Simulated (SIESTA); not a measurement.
Crystal: KTaO3.

```
Ta K O
1.0
     3.98830    0.00000    0.00000
     0.00000    3.98830    0.00000
     0.00000    0.00000    3.98830
Ta K O
1 1 3
Direct
  0.00000 0.00000 0.00000
  0.50000 0.50000 0.50000
  0.00000 0.00000 0.50000
  0.00000 0.50000 0.00000
  0.50000 0.00000 0.00000
```

Base run:

```yaml
Program: SIESTA 5.4.2
Functional: PBEsol
Potentials_or_basis: PseudoDojo 0.4 standard (PBEsol files)
Basis: DZP (energy shift 0.003 Ry; two zetas on semicore shells; d shell added on K)
Grid_cutoff: 800 Ry
Energy_shift: 0.003 Ry
k_mesh: 7 × 7 × 7
Occupations: fermi-dirac, width 0.05 eV
Spin: no spin polarisation
```

Its results: band gap on the k mesh 1.94 eV, indirect (least direct gap 2.46 eV); pressure 1.9 GPa.

The run is repeated on the same cell with these changes: functional from PBEsol to PBE; potentials or basis from PseudoDojo 0.4 standard (PBEsol files) to PseudoDojo 0.4 standard (PBE files). What comes out?

Band gap on the k mesh 2.02 eV, indirect (least direct gap 2.53 eV); pressure 8.0 GPa.

Caveats: short orbitals over semicore shells can move pressures by several GPa; spin-orbit coupling is left out, which moves the levels of the heavy elements; the basis of atomic orbitals isn't converged, which shifts pressures, moduli and gaps.

A k mesh can miss the band edges.
